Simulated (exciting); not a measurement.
# Al (Fm-3m) in exciting: a series of runs

The runs below take Al through single point, with PBE.

Everything below comes from runs of exciting (release sodium). Logs are shortened: lines on timing, memory, paths and dates and some standing lists are left out, and cuts for length are marked.

### Step 1. The structure

Symmetry: Fm-3m, No. 225, cubic system. The conventional cell has a = 4.050 Å, b = 4.050 Å, c = 4.050 Å, α = 90.00°, β = 90.00°, γ = 90.00°. Al (site symmetry m-3m) has 12 Al at 2.86 Å as nearest neighbours.

### Step 2. Single point, PBE

File input.xml:

```xml
<input>
  <title>Al</title>
  <structure speciespath="./" tshift="false">
    <crystal scale="1">
      <basevect>0.000000000000 3.826326905773 3.826326905773</basevect>
      <basevect>3.826326905773 0.000000000000 3.826326905773</basevect>
      <basevect>3.826326905773 3.826326905773 0.000000000000</basevect>
    </crystal>
    <species speciesfile="Al.xml" rmt="2">
      <atom coord="0.000000000000 0.000000000000 0.000000000000"/>
    </species>
  </structure>
  <groundstate do="fromscratch" ngridk="11 11 11" rgkmax="7.5" gmaxvr="14" lmaxapw="10" lmaxmat="10" lmaxvr="8" xctype="GGA_PBE" stype="Gaussian" swidth="0.00084523" nempty="8" ValenceRelativity="iora*" epsengy="1e-05" epspot="1e-05" maxscl="60" tforce="true" outputlevel="normal"/>
</input>
```

Potentials or basis: all-electron LAPW+lo, shipped species files, valence relativity iora*.

On the command line:

```
> OMP_NUM_THREADS=1 exciting_smp
```

INFO.OUT:

```text
================================================================================
EXCITING SODIUM started
[... 10 lines left out ...]

 Lattice vectors (cartesian) :
      0.0000000000      3.8263269058      3.8263269058
      3.8263269058      0.0000000000      3.8263269058
      3.8263269058      3.8263269058      0.0000000000

 Reciprocal lattice vectors (cartesian) :
     -0.8210465888      0.8210465888      0.8210465888
      0.8210465888     -0.8210465888      0.8210465888
      0.8210465888      0.8210465888     -0.8210465888

 Unit cell volume                           :     112.0408024269
 Brillouin zone volume                      :       2.2139274985

 Species :    1 (Al)
     parameters loaded from                 :    Al.xml
     name                                   :    aluminium
     nuclear charge                         :     -13.00000000
     electronic charge                      :      13.00000000
     atomic mass                            :   49184.33493000
     muffin-tin radius                      :       2.00000000
     # of radial points in muffin-tin       :     300

     atomic positions (lattice) :
[... 7 lines left out ...]
 Number of crystal symmetries               :      48

 k-point grid                               :      11   11   11
 Total number of k-points                   :      56
 k-point set is reduced with crystal symmetries

 R^MT_min * |G+k|_max (rgkmax)              :       7.50000000
 Species with R^MT_min                      :       1 (Al)
 Maximum |G+k| for APW functions            :       3.75000000
 Maximum |G| for potential and density      :      14.00000000

 G-vector grid sizes                        :      25    25    25
 Total number of G-vectors                  :    5065

 Maximum angular momentum used for
     APW functions                          :      10
     computing H and O matrix elements      :      10
     potential and density                  :       8
     inner part of muffin-tin               :       2

 Total nuclear charge                       :     -13.00000000
 Total electronic charge                    :      13.00000000
 Total core charge                          :       4.00000000
 Total valence charge                       :       9.00000000

 Number of empty states                     :       8
 Total number of valence states             :      13

 Maximum Hamiltonian size                   :     120
 Maximum number of plane-waves              :     113
 Total number of local-orbitals             :       7

 Exchange-correlation type                  :      20
     Perdew-Burke-Ernzerhof, Phys. Rev. Lett. 77, 3865 (1996)
     Generalised gradient approximation (GGA)

 Smearing scheme                            :    Gaussian
 Smearing width                             :       0.00084523

 Using multisecant Broyden potential mixing
[... 16 lines left out ...]
+ SCF iteration number :    1                                                  +
++++++++++++++++++++++++++++++++++++++++++++++++++++++++++++++++++++++++++++++++
 Total energy                               :      -242.54765361
 _______________________________________________________________
 Fermi energy                               :         0.26977518
 Kinetic energy                             :       243.58906437
 Coulomb energy                             :      -467.50285803
 Exchange energy                            :       -18.11956308
 Correlation energy                         :        -0.51429687

 DOS at Fermi energy (states/Ha/cell)       :        35.25016909

 Electron charges :
     core                                   :         4.00000000
     core leakage                           :         0.00135822
     valence                                :         9.00000000
     interstitial                           :         2.14046545
     charge in muffin-tin spheres :
                  atom     1    Al          :        10.85953455
     total charge in muffin-tins            :        10.85953455
     total charge                           :        13.00000000
[... 266 lines left out ...]
 Electron charges :
     core                                   :         4.00000000
     core leakage                           :         0.00133026
     valence                                :         9.00000000
     interstitial                           :         2.13218089
     charge in muffin-tin spheres :
                  atom     1    Al          :        10.86781911
     total charge in muffin-tins            :        10.86781911
     total charge                           :        13.00000000

 RMS change in effective potential (target) :  0.259972E-08  ( 0.100000E-04)
 Absolute change in total energy   (target) :  0.257984E-06  ( 0.100000E-04)
 Charge distance                   (target) :  0.198319E-08  ( 0.100000E-04)
 Abs. change in max-nonIBS-force   (target) :   0.00000      ( 0.500000E-04)

++++++++++++++++++++++++++++++++++++++++++++++++++++++++++++++++++++++++++++++++
| Convergency criteria checked for the last 2 iterations                       +
| Convergence targets achieved. Performing final SCF iteration                 +
++++++++++++++++++++++++++++++++++++++++++++++++++++++++++++++++++++++++++++++++
 Total energy                               :      -242.82189141
 _______________________________________________________________
 Fermi energy                               :         0.26675644
 Kinetic energy                             :       243.28378284
 Coulomb energy                             :      -467.46973110
 Exchange energy                            :       -18.12174970
 Correlation energy                         :        -0.51419345

 DOS at Fermi energy (states/Ha/cell)       :        52.89922445

 Electron charges :
     core                                   :         4.00000000
     core leakage                           :         0.00133026
     valence                                :         9.00000000
     interstitial                           :         2.13218089
     charge in muffin-tin spheres :
                  atom     1    Al          :        10.86781911
     total charge in muffin-tins            :        10.86781911
     total charge                           :        13.00000000

++++++++++++++++++++++++++++++++++++++++++++++++++++++++++++++++++++++++++++++++
+ Self-consistent loop stopped                                                 +
++++++++++++++++++++++++++++++++++++++++++++++++++++++++++++++++++++++++++++++++
 STATE.OUT is written

--------------------------------------------------------------------------------
- Writing atomic positions and forces                                          -
--------------------------------------------------------------------------------

 Atomic positions (lattice) :
 atom     1  Al  :     0.00000000    0.00000000    0.00000000

 Total atomic forces including IBS (cartesian) :
 atom     1  Al  :     0.00000000    0.00000000    0.00000000

 Atomic force components including IBS (cartesian) :
 atom     1  Al  :     0.00000000    0.00000000    0.00000000   HF force
                 :     0.00000000    0.00000000    0.00000000   core correction
                 :     0.00000000    0.00000000    0.00000000   IBS correction

********************************************************************************
[... 7 lines left out ...]
| EXCITING SODIUM stopped                                                      =
================================================================================
```

EVALCORE.OUT:

```text
Species :    1 (Al), atom :    1
 n =  1, l =  0, k =  1 :   -55.08805029
 n =  2, l =  0, k =  1 :   -3.535775517
```

WARNINGS.OUT:

```text
Inversion symmetry is present. Consider using input%groundstate%solver%type = "inversionsymmetry"
```

Run time: 13 s. Hardware: 1 thread of Arm Neoverse V1, shared host; peak memory 0.09 GiB.

What came out:

```
Free energy                                       : -6607.5208 eV
Band gap on the k mesh                            : none (metal or under the smearing width)
All electrons inside the program's atomic spheres : Al 10.87 (radii Al 2.0 bohr)
```

Caveat: the log's total energy holds no entropy term; the free energy is that total less TS from the occupations.

### Step 3. Single point, PBE

File input.xml:

```xml
<input>
  <title>Al</title>
  <structure speciespath="./" tshift="false">
    <crystal scale="1">
      <basevect>0.000000000000 3.826326905773 3.826326905773</basevect>
      <basevect>3.826326905773 0.000000000000 3.826326905773</basevect>
      <basevect>3.826326905773 3.826326905773 0.000000000000</basevect>
    </crystal>
    <species speciesfile="Al.xml" rmt="2">
      <atom coord="0.000000000000 0.000000000000 0.000000000000"/>
    </species>
  </structure>
  <groundstate do="fromscratch" ngridk="11 11 11" rgkmax="7.5" gmaxvr="14" lmaxapw="10" lmaxmat="10" lmaxvr="8" xctype="GGA_PBE" stype="Gaussian" swidth="0.00088198" nempty="8" ValenceRelativity="iora*" epsengy="1e-05" epspot="1e-05" maxscl="60" tforce="true" outputlevel="high"/>
</input>
```

Potentials or basis: all-electron LAPW+lo, shipped species files, valence relativity iora*.

On the command line:

```
> OMP_NUM_THREADS=1 exciting_smp
```

Wall time 13 s (1 thread of Arm Neoverse V1, shared host); peak memory 0.09 GiB.

The run converged. Its results:

- Free energy: -6607.5208 eV
- Band gap on the k mesh: none (metal or under the smearing width)
- All electrons inside the program's atomic spheres: Al 10.87 (radii Al 2.0 bohr)

Levels at points of the mesh, in eV from the Fermi level:
```
           k point  band 4  band 5  band 6  band 7  band 8
(0.00, 0.00, 0.00)  -11.11   12.56   12.56   12.56   14.01
```

Caveat: the log's total energy holds no entropy term; the free energy is that total less TS from the occupations.

(Continued in part 2 of 2.)
